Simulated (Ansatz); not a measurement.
**Be: reading a single point**

```xyz
1
Lattice="-1.2634 1.2634 1.2634 1.2634 -1.2634 1.2634 1.2634 1.2634 -1.2634" Properties=species:S:1:pos:R:3 pbc="T T T"
Be    0.0000    0.0000    0.0000
```

The numbers come from plane-wave PAW DFT (Ansatz): r2SCAN, no spin polarisation, 500 eV, 14×14×14 Γ-centred k points, gaussian occupations (width 0.0164 eV). Nothing was relaxed.

Stress: The pressure is -3.9 GPa (compression positive), so with the atoms held at these fractions the cell would first shrink.
At the Fermi level: It is a metal, with about 0.1 states/eV a cell as the mean within 0.25 eV of the Fermi level.

Origin: a known structure type with other elements, at an estimated volume, so it need not be a known compound.
